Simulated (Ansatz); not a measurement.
# Bi2TeSe2 (Skippenite): relaxation of cell and atoms with PBEsol

The system is Bi2TeSe2 (Skippenite).

```xyz
5
Lattice="2.0915 1.2075 9.7123 -2.0915 1.2075 9.7123 0.0000 -2.4151 9.7123" Properties=species:S:1:pos:R:3 pbc="T T T"
Bi    0.0000    0.0000   17.5387
Bi    0.0000    0.0000   11.5983
Te    0.0000    0.0000    0.0000
Se    0.0000    0.0000   22.9716
Se    0.0000    0.0000    6.1654
```

```
Program               : Ansatz 0.2.0
Task                  : relaxation of cell and atoms
Functional            : PBEsol
Potentials or basis   : Ansatz PAW
Cutoff                : 420 eV (not typed: the program's choice for these potentials)
k mesh                : 7 × 7 × 7
Occupations           : fermi-dirac, width 0.05 eV
Spin                  : no spin polarisation
Target pressure       : 20 GPa
Target pressure (GPa) : 20
```

The relaxed volume is 23.26 Å³/atom and the relaxed cell is a = 9.295 Å, b = 9.295 Å, c = 9.295 Å, α = 23.95°, β = 23.95°, γ = 23.95°. The space group after relaxing (to 0.05 Å) is R-3m (No. 166). The energy change on relaxing (the enthalpy is what falls) is +247.4 meV/atom and the ionic steps are 8. The pressure after relaxing is 20.0 GPa. The band gap on the k mesh is none (metal or under the smearing width).

The path:
```tsv
step	energy change (eV)	largest force (eV/Å)	volume (Å³)
1	0.0000	1.7910	147.17
2	0.7257	1.4277	126.49
3	0.9297	0.7690	120.12
4	1.3656	0.1999	115.34
5	1.1867	0.0401	116.66
6	1.2308	0.0042	116.30
7	1.2321	0.0006	116.29
8	1.2368	0.0009	116.29
```

Final structure:
```cif
data_structure
_symmetry_space_group_name_H-M 'P 1'
_symmetry_Int_Tables_number 1
_cell_length_a 9.2955
_cell_length_b 9.2955
_cell_length_c 9.2955
_cell_angle_alpha 23.950
_cell_angle_beta 23.950
_cell_angle_gamma 23.950
_cell_volume 116.29
loop_
_atom_site_label
_atom_site_type_symbol
_atom_site_fract_x
_atom_site_fract_y
_atom_site_fract_z
_atom_site_occupancy
Bi1 Bi 0.59175 0.59175 0.59175 1
Bi2 Bi 0.40825 0.40825 0.40825 1
Te1 Te 0.00000 0.00000 0.00000 1
Se1 Se 0.80070 0.80070 0.80070 1
Se2 Se 0.19930 0.19930 0.19930 1
```

Levels at points of the mesh, in eV from the Fermi level:
| k point | band 36 | band 37 | band 38 | band 39 | band 40 | band 41 | band 42 | band 43 |
| --- | --- | --- | --- | --- | --- | --- | --- | --- |
| (0.00, 0.00, 0.00) | -2.18 | -0.97 | -0.97 | 0.35 | 0.74 | 0.82 | 0.82 | 2.61 |

Run time: 48 s on 2 threads of Intel(R) Xeon(R) Platinum 8488C (Sapphire Rapids), on a shared host, peak memory 0.68 GiB.

Caveat: the volume moved by over 15 % at a fixed basis, so the end points are rough; the plane-wave basis is chosen anew once the cell has moved, so the energies of steps on either side of that aren't comparable; spin-orbit coupling is left out, which moves the levels of the heavy elements; the PAW data sets come from PBE, with cores solved anew for the run's functional, which leaves a small shift of forces and pressure.
